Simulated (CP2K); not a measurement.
# La2O3 (P-62m) in CP2K: further runs, part 2 of 2

CP2K 2026.2. The steps go on from the part before.

### 3 Band structure, PBEsol

la2o3_bands.inp reads:

```
&GLOBAL
  PROJECT la2o3_bands
  RUN_TYPE ENERGY_FORCE
  PRINT_LEVEL LOW
&END GLOBAL
&FORCE_EVAL
  METHOD QS
  STRESS_TENSOR ANALYTICAL
  &DFT
    BASIS_SET_FILE_NAME BASIS_MOLOPT_UCL
    BASIS_SET_FILE_NAME BASIS_MOLOPT_UZH
    POTENTIAL_FILE_NAME GTH_POTENTIALS
    &MGRID
      CUTOFF 600
      REL_CUTOFF 60
      NGRIDS 5
    &END MGRID
    &QS
      METHOD GPW
      EPS_DEFAULT 1.0E-10
    &END QS
    &KPOINTS
      SCHEME MONKHORST-PACK 5 5 8
      GAMMA_CENTERED T
      SYMMETRY T
      SYMMETRY_BACKEND SPGLIB
    &END KPOINTS
    &SCF
      SCF_GUESS ATOMIC
      EPS_SCF 1.0E-6
      MAX_SCF 100
      ADDED_MOS 26
      CHOLESKY OFF
      EPS_EIGVAL 1.0E-7
      &DIAGONALIZATION ON
        ALGORITHM STANDARD
      &END DIAGONALIZATION
      &MIXING ON
        METHOD BROYDEN_MIXING
        ALPHA 0.4
        BETA 1.5
        NBUFFER 8
      &END MIXING
      &SMEAR ON
        METHOD FERMI_DIRAC
        ELECTRONIC_TEMPERATURE [K] 300.557
      &END SMEAR
    &END SCF
    &XC
      &XC_FUNCTIONAL
        &GGA_X_PBE_SOL
        &END GGA_X_PBE_SOL
        &GGA_C_PBE_SOL
        &END GGA_C_PBE_SOL
      &END XC_FUNCTIONAL
    &END XC
    &PRINT
      &KPOINTS ON
      &END KPOINTS
      &MULLIKEN ON
      &END MULLIKEN
      &MO ON
        ENERGIES T
        OCCUPATION_NUMBERS T
        &EACH
          QS_SCF 0
        &END EACH
        ADD_LAST NUMERIC
      &END MO
      &LOWDIN ON
      &END LOWDIN
      &HIRSHFELD ON
        SHAPE_FUNCTION DENSITY
      &END HIRSHFELD
      &BAND_STRUCTURE
        FILE_NAME bands.bs
        ADDED_MOS 4
        &KPOINT_SET
          UNITS B_VECTOR
          NPOINTS 10
          SPECIAL_POINT GAMMA 0.00000000 0.00000000 0.00000000
          SPECIAL_POINT M 0.50000000 0.00000000 0.00000000
          SPECIAL_POINT K 0.33333333 0.33333333 0.00000000
          SPECIAL_POINT GAMMA 0.00000000 0.00000000 0.00000000
          SPECIAL_POINT A 0.00000000 0.00000000 0.50000000
          SPECIAL_POINT L 0.50000000 0.00000000 0.50000000
          SPECIAL_POINT H 0.33333333 0.33333333 0.50000000
          SPECIAL_POINT A 0.00000000 0.00000000 0.50000000
        &END KPOINT_SET
        &KPOINT_SET
          UNITS B_VECTOR
          NPOINTS 10
          SPECIAL_POINT L 0.50000000 0.00000000 0.50000000
          SPECIAL_POINT M 0.50000000 0.00000000 0.00000000
        &END KPOINT_SET
        &KPOINT_SET
          UNITS B_VECTOR
          NPOINTS 10
          SPECIAL_POINT K 0.33333333 0.33333333 0.00000000
          SPECIAL_POINT H 0.33333333 0.33333333 0.50000000
        &END KPOINT_SET
      &END BAND_STRUCTURE
    &END PRINT
  &END DFT
  &SUBSYS
    &CELL
      ABC 6.2667802772 6.2667802772 3.2997660000
      ALPHA_BETA_GAMMA 90.0000000000 90.0000000000 120.0000000000
      PERIODIC XYZ
    &END CELL
    &COORD
      La  3.1333901389 1.8090636398 1.6498830000
      La  -0.0000000003 3.6181272802 1.6498830000
      O   3.1836120531 0.0000000000 0.0000000000
      O   -1.5918060265 2.7570889138 0.0000000000
      O   1.5415841121 2.6701020062 0.0000000000
    &END COORD
    &KIND La
      BASIS_SET TZVP-MOLOPT-SR-GTH-q11
      POTENTIAL GTH-PBE-q11
    &END KIND
    &KIND O
      BASIS_SET TZVP-MOLOPT-PBE-GTH-q6
      POTENTIAL GTH-PBE-q6
      POTENTIAL_FILE_NAME POTENTIAL_UZH
    &END KIND
    &PRINT
      &ATOMIC_COORDINATES ON
      &END ATOMIC_COORDINATES
      &CELL ON
      &END CELL
    &END PRINT
  &END SUBSYS
  &PRINT
    &FORCES ON
    &END FORCES
    &STRESS_TENSOR ON
    &END STRESS_TENSOR
  &END PRINT
&END FORCE_EVAL
```

Potentials or basis: GTH_POTENTIALS La GTH-PBE-q11; POTENTIAL_UZH O GTH-PBE-q6; TZVP-MOLOPT-SR-GTH, TZVP-MOLOPT-PBE-GTH basis.

Launch:

```
OMP_NUM_THREADS=1 mpirun -n 3 cp2k.psmp -i la2o3_bands.inp -o la2o3_bands.out
```

Run time: 61 s. Hardware: 3 MPI ranks of Intel Xeon 6975P-C (Granite Rapids), shared host.

The run converged. Its results:

| Item | Value |
| --- | --- |
| Free energy | -3035.5530 eV |
| Pressure | 0.9 GPa |
| Largest force | 0.005 eV/Å |
| Band gap on the k mesh | 1.37 eV, indirect (least direct gap 1.81 eV) |
| Band gap along the path | 1.37 eV, indirect (least direct gap 1.81 eV) |
| Mulliken charges | La +1.70; O -1.13 e |
| Hirshfeld charges | La +0.57; O -0.38 e |

Forces on the atoms (eV/Å):
```
La   0.000  0.000  0.000
La   0.000  0.000  0.000
O   -0.005  0.000  0.000
O    0.003 -0.005  0.000
O    0.003  0.005  0.000
```

Stress tensor (GPa, compression positive):
```
 1.75  0.00  0.00
 0.00  1.75  0.00
 0.00  0.00 -0.68
```

Levels at the corners of the path, in eV from the valence-band top:
```csv
point,band 16,band 17,band 18,band 19,band 20,band 21,band 22,band 23,band 24,band 25
Γ,-1.92,-0.95,-0.95,-0.62,-0.44,1.37,3.88,4.77,4.77,6.26
M,-1.73,-1.62,-1.12,-1.11,-0.89,2.65,3.77,4.80,5.15,5.81
K,-1.43,-1.43,-1.32,-1.32,-0.93,3.26,3.26,4.65,5.79,5.89
Γ,-1.92,-0.95,-0.95,-0.62,-0.44,1.37,3.88,4.77,4.77,6.26
A,-1.53,-1.11,-1.11,-0.23,0.00,4.48,4.48,5.18,5.65,5.65
L,-1.85,-1.65,-1.34,-0.61,-0.59,4.36,5.46,5.90,6.29,6.40
H,-1.76,-1.76,-1.72,-0.64,-0.64,4.54,5.59,5.59,6.67,6.67
A,-1.53,-1.11,-1.11,-0.23,0.00,4.48,4.48,5.18,5.65,5.65
L,-1.85,-1.65,-1.34,-0.61,-0.59,4.36,5.46,5.90,6.29,6.40
M,-1.73,-1.62,-1.12,-1.11,-0.89,2.65,3.77,4.80,5.15,5.81
K,-1.43,-1.43,-1.32,-1.32,-0.93,3.26,3.26,4.65,5.79,5.89
H,-1.76,-1.76,-1.72,-0.64,-0.64,4.54,5.59,5.59,6.67,6.67
```

Caveat: Mulliken charges move with the basis; the potentials were made for another functional, which shifts forces and pressure; spin-orbit coupling is left out, which moves the levels of the heavy elements; the basis of atomic orbitals isn't converged, which shifts pressures, moduli and gaps.

### 4 Band structure, r2SCAN

la2o3_bands.inp, as its differences from that of step 3:

```diff
@@ -11,7 +11,7 @@
     BASIS_SET_FILE_NAME BASIS_MOLOPT_UZH
-    POTENTIAL_FILE_NAME GTH_POTENTIALS
+    POTENTIAL_FILE_NAME POTENTIAL_UZH
     &MGRID
-      CUTOFF 600
+      CUTOFF 850
       REL_CUTOFF 60
-      NGRIDS 5
+      NGRIDS 4
     &END MGRID
@@ -19,3 +19,3 @@
       METHOD GPW
-      EPS_DEFAULT 1.0E-10
+      EPS_DEFAULT 1.0E-9
     &END QS
@@ -45,3 +45,3 @@
         METHOD FERMI_DIRAC
-        ELECTRONIC_TEMPERATURE [K] 300.557
+        ELECTRONIC_TEMPERATURE [K] 1160.452
       &END SMEAR
@@ -50,6 +50,6 @@
       &XC_FUNCTIONAL
-        &GGA_X_PBE_SOL
-        &END GGA_X_PBE_SOL
-        &GGA_C_PBE_SOL
-        &END GGA_C_PBE_SOL
+        &MGGA_X_R2SCAN
+        &END MGGA_X_R2SCAN
+        &MGGA_C_R2SCAN
+        &END MGGA_C_R2SCAN
       &END XC_FUNCTIONAL
@@ -69,13 +69,8 @@
       &END MO
-      &LOWDIN ON
-      &END LOWDIN
-      &HIRSHFELD ON
-        SHAPE_FUNCTION DENSITY
-      &END HIRSHFELD
       &BAND_STRUCTURE
         FILE_NAME bands.bs
-        ADDED_MOS 4
+        ADDED_MOS 2
         &KPOINT_SET
           UNITS B_VECTOR
-          NPOINTS 10
+          NPOINTS 6
           SPECIAL_POINT GAMMA 0.00000000 0.00000000 0.00000000
@@ -91,3 +86,3 @@
           UNITS B_VECTOR
-          NPOINTS 10
+          NPOINTS 6
           SPECIAL_POINT L 0.50000000 0.00000000 0.50000000
@@ -97,3 +92,3 @@
           UNITS B_VECTOR
-          NPOINTS 10
+          NPOINTS 6
           SPECIAL_POINT K 0.33333333 0.33333333 0.00000000
@@ -111,7 +106,8 @@
     &COORD
-      La  3.1333901389 1.8090636398 1.6498830000
-      La  -0.0000000003 3.6181272802 1.6498830000
-      O   3.1836120531 0.0000000000 0.0000000000
-      O   -1.5918060265 2.7570889138 0.0000000000
-      O   1.5415841121 2.6701020062 0.0000000000
+      SCALED
+      La  0.6666666667 0.3333333333 0.5000000000
+      La  0.3333333333 0.6666666667 0.5000000000
+      O   0.5080139900 0.0000000000 0.0000000000
+      O   0.0000000000 0.5080139900 0.0000000000
+      O   0.4919860100 0.4919860100 0.0000000000
     &END COORD
@@ -119,8 +115,7 @@
       BASIS_SET TZVP-MOLOPT-SR-GTH-q11
-      POTENTIAL GTH-PBE-q11
+      POTENTIAL GTH-SCAN-q11
     &END KIND
     &KIND O
-      BASIS_SET TZVP-MOLOPT-PBE-GTH-q6
-      POTENTIAL GTH-PBE-q6
-      POTENTIAL_FILE_NAME POTENTIAL_UZH
+      BASIS_SET TZVP-MOLOPT-SCAN-GTH-q6
+      POTENTIAL GTH-SCAN-q6
     &END KIND
@@ -131,2 +126,4 @@
       &END CELL
+      &SYMMETRY ON
+      &END SYMMETRY
     &END PRINT
```

Potentials or basis: POTENTIAL_UZH La GTH-SCAN-q11, O GTH-SCAN-q6; TZVP-MOLOPT-SR-GTH, TZVP-MOLOPT-SCAN-GTH basis.

Launch:

```
OMP_NUM_THREADS=1 mpirun -n 3 cp2k.psmp -i la2o3_bands.inp -o la2o3_bands.out
```

It took 4.1 min on 3 MPI ranks of Intel Xeon 6975P-C (Granite Rapids), shared host.

Results (log left out):

```
Free energy             : -3041.6474 eV
Pressure                : 0.5 GPa
Largest force           : 0.039 eV/Å
Band gap on the k mesh  : 1.92 eV, indirect (least direct gap 2.35 eV)
Band gap along the path : 1.92 eV, indirect (least direct gap 2.35 eV)
Mulliken charges        : La +1.86; O -1.24 e
```

Forces in eV/Å, atoms in the order of the input:
```
La   0.000  0.000  0.000
La   0.000  0.000  0.000
O   -0.039  0.000  0.000
O    0.020 -0.034  0.000
O    0.020  0.034  0.000
```

Stress tensor (GPa, compression positive):
```
 1.64  0.00  0.00
 0.00  1.64  0.00
 0.00  0.00 -1.68
```

Levels at the corners of the path, in eV from the valence-band top:
```
point  band 17  band 18  band 19  band 20  band 21  band 22  band 23  band 24
    Γ    -0.93    -0.93    -0.61    -0.43     1.92     4.30     5.43     5.43
    M    -1.59    -1.09    -1.09    -0.88     3.27     4.25     5.18     5.78
    K    -1.40    -1.30    -1.30    -0.91     3.88     3.88     4.89     6.30
    Γ    -0.93    -0.93    -0.61    -0.43     1.92     4.30     5.43     5.43
    A    -1.11    -1.11    -0.23     0.00     5.01     5.01     5.53     6.31
    L    -1.60    -1.32    -0.60    -0.59     4.75     5.97     6.41     6.76
    H    -1.71    -1.66    -0.64    -0.64     4.90     6.11     6.11     7.11
    A    -1.11    -1.11    -0.23     0.00     5.01     5.01     5.53     6.31
    L    -1.60    -1.32    -0.60    -0.59     4.75     5.97     6.41     6.76
    M    -1.59    -1.09    -1.09    -0.88     3.27     4.25     5.18     5.78
    K    -1.40    -1.30    -1.30    -0.91     3.88     3.88     4.89     6.30
    H    -1.71    -1.66    -0.64    -0.64     4.90     6.11     6.11     7.11
```

Caveat: Mulliken charges move with the basis; spin-orbit coupling is left out, which moves the levels of the heavy elements; the basis of atomic orbitals isn't converged, which shifts pressures, moduli and gaps. r2SCAN opens gaps a little over a GGA but as a rule still falls short of measured ones.

### 5 Summary

```tsv
level	potentials or basis	smearing	EPS_DEFAULT	NGRIDS	points a segment of the path (NPOINTS)	bands added on the path	CUTOFF of the grids	gap on the mesh (eV)	pressure (GPa)	largest force (eV/Å)
LDA	GTH_POTENTIALS La GTH-PADE-q11, O GTH-PADE-q6; TZVP-MOLOPT-SR-GTH, TZVP-MOLOPT-PBE-GTH basis	fermi-dirac 0.05 eV	1.0E-10	4	8	4	600 Ry	1.34	-1.5	0.05
PBEsol	GTH_POTENTIALS La GTH-PBE-q11; POTENTIAL_UZH O GTH-PBE-q6; TZVP-MOLOPT-SR-GTH, TZVP-MOLOPT-PBE-GTH basis	fermi-dirac 0.0259 eV	1.0E-10	5	10	4	600 Ry	1.37	0.9	0.01
r2SCAN	POTENTIAL_UZH La GTH-SCAN-q11, O GTH-SCAN-q6; TZVP-MOLOPT-SR-GTH, TZVP-MOLOPT-SCAN-GTH basis	fermi-dirac 0.1 eV	1.0E-9	4	6	2	850 Ry	1.92	0.5	0.04
```

Alike in all rows: task band structure; no spin polarisation; cell as given; k mesh 5 × 5 × 8.

Caveats: spin-orbit coupling is left out, which moves the levels of the heavy elements; the basis of atomic orbitals isn't converged, which shifts pressures, moduli and gaps; the potentials were made for another functional, which shifts forces and pressure (some runs).

Total energies depend on the potentials used, so only differences within one code and one set of settings carry meaning.
